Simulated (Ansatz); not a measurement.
Runs of Ansatz 0.2.0 on Te2Mo. The cell holds a slab with vacuum, 9 atoms: a = 3.562 Å, b = 3.562 Å, c = 31.563 Å, α = 90.00°, β = 90.00°, γ = 120.00°. 

| U | gap on the mesh (eV) | largest force (eV/Å) |
| --- | --- | --- |
| Mo d U = 3 eV | 1.25 | 0.08 |
| Mo d U = 4 eV | 1.24 | (b) |
| Mo d U = 8 eV | 1.28 | 0.11 |
| Mo d U = 6 eV | (c) | 0.20 |
| Mo d U = 5 eV | 1.15 | (a) |

Alike in all rows: task single point; level r2SCAN+U; potentials or basis Ansatz PAW; no spin polarisation; cell as given; k mesh 7 × 7 × 1; cutoff (eV) 500; smearing fermi-dirac 0.05 eV.

Estimate the missing entries.

(a) 0.13; (b) 0.10; (c) 0.93.

Caveats: odd divisions of the mesh miss points on the zone boundary, where band edges often lie, so the gap on the mesh can be too wide; spin-orbit coupling is left out, which moves the levels of the heavy elements; the PAW data sets come from PBE, with cores solved anew for the run's functional, which leaves a small shift of forces and pressure; the U is typed as a test and isn't derived for this compound.

A k mesh can miss the band edges, and the runs leave out spin-orbit coupling on Mo, Te.

Runs at the PBE level aren't shown here.
